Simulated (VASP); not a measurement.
Here is a VASP 6.6.1 calculation.

The input INCAR:

```
SYSTEM = Nb3Sn
ALGO     = Normal         ! electronic algorithm
BPARAM   = 11.95        
CPARAM   = 0.0093       
EDIFF    = 1E-6           ! SCF threshold, eV
ENCUT    = 550            ! plane-wave cutoff, eV
ISIF     = 2              ! what is computed and relaxed
ISMEAR   = 0              ! smearing method
IVDW_NL  = 2            
LASPH    = .True.         ! aspherical terms in the spheres
LCHARG   = .True.         ! write CHGCAR
LMIXTAU  = .True.       
LREAL    = .False.        ! projectors in reciprocal space
LUSE_VDW = .True.       
LVHAR    = .True.       
LWAVE    = .False.        ! write WAVECAR
METAGGA  = R2SCAN         ! meta-GGA
NELM     = 60             ! most SCF steps
PREC     = Accurate       ! precision mode
SIGMA    = 0.1            ! smearing width, eV
```

File Nb3Sn.cif:

```cif
data_Nb3Sn
_cell_length_a 5.28210000
_cell_length_b 5.28210000
_cell_length_c 5.28210000
_cell_angle_alpha 90.00000000
_cell_angle_beta 90.00000000
_cell_angle_gamma 90.00000000
_space_group_name_H-M_alt 'Pm-3n'
_space_group_name_Hall '-P 4n 2 3'
_space_group_IT_number 223
loop_
_space_group_symop_operation_xyz
'x,y,z'
'-x,-y,-z'
'-y+1/2,x+1/2,z+1/2'
'y+1/2,-x+1/2,-z+1/2'
'-x,-y,z'
'x,y,-z'
'y+1/2,-x+1/2,z+1/2'
'-y+1/2,x+1/2,-z+1/2'
'x,-y,-z'
'-x,y,z'
'-y+1/2,-x+1/2,-z+1/2'
'y+1/2,x+1/2,z+1/2'
'-x,y,-z'
'x,-y,z'
'y+1/2,x+1/2,-z+1/2'
'-y+1/2,-x+1/2,z+1/2'
'z,x,y'
'-z,-x,-y'
'z+1/2,-y+1/2,x+1/2'
'-z+1/2,y+1/2,-x+1/2'
'z,-x,-y'
'-z,x,y'
'z+1/2,y+1/2,-x+1/2'
'-z+1/2,-y+1/2,x+1/2'
'-z,x,-y'
'z,-x,y'
'-z+1/2,-y+1/2,-x+1/2'
'z+1/2,y+1/2,x+1/2'
'-z,-x,y'
'z,x,-y'
'-z+1/2,y+1/2,x+1/2'
'z+1/2,-y+1/2,-x+1/2'
'y,z,x'
'-y,-z,-x'
'x+1/2,z+1/2,-y+1/2'
'-x+1/2,-z+1/2,y+1/2'
'-y,z,-x'
'y,-z,x'
'-x+1/2,z+1/2,y+1/2'
'x+1/2,-z+1/2,-y+1/2'
'-y,-z,x'
'y,z,-x'
'-x+1/2,-z+1/2,-y+1/2'
'x+1/2,z+1/2,y+1/2'
'y,-z,-x'
'-y,z,x'
'x+1/2,-z+1/2,y+1/2'
'-x+1/2,z+1/2,-y+1/2'
loop_
_atom_site_label
_atom_site_type_symbol
_atom_site_symmetry_multiplicity
_atom_site_Wyckoff_symbol
_atom_site_fract_x
_atom_site_fract_y
_atom_site_fract_z
_atom_site_occupancy
Sn1 Sn 2 a 0.5000000000 0.5000000000 0.5000000000 1
Nb1 Nb 6 c 0.0000000000 0.5000000000 0.2500000000 1
```

Contents of KPOINTS:

```
k-points
0
Gamma
  5 5 5
  0 0 0
```

The input POSCAR:

```
Sn Nb
 1.0000000000000000
     5.2820999999999998    0.0000000000000000    0.0000000000000000
     0.0000000000000000    5.2820999999999998    0.0000000000000000
     0.0000000000000000    0.0000000000000000    5.2820999999999998
 Sn  Nb 
   2   6
Cartesian
  2.6410499999999999  2.6410499999999999  2.6410499999999999
  0.0000000000000000  0.0000000000000000  0.0000000000000000
  0.0000000000000000  2.6410499999999999  1.3205249999999999
  0.0000000000000000  2.6410499999999999  3.9615749999999998
  1.3205249999999999  0.0000000000000000  2.6410499999999999
  3.9615749999999998  0.0000000000000000  2.6410499999999999
  2.6410499999999999  1.3205249999999999  0.0000000000000000
  2.6410499999999999  3.9615749999999998  0.0000000000000000
```

Potentials or basis: VASP PAW PBE potentials, release 64 (Sn_d_GW, Nb_sv_GW).

Command:

```sh
$ ase convert -i cif -o vasp Nb3Sn.cif POSCAR
$ cat potpaw_PBE.64/Sn_d_GW/POTCAR potpaw_PBE.64/Nb_sv_GW/POTCAR > POTCAR
$ mpirun -np 1 vasp_std > vasp.out
```

Q: Predict the band gap on the k mesh.

A: None (metal or under the smearing width).

Q: Estimate the pressure.

A: -0.1 GPa.

Caveat: the PAW data sets were made with another functional, which shifts forces and pressure a little; pairwise dispersion overbinds metals, which lowers pressure and volume.
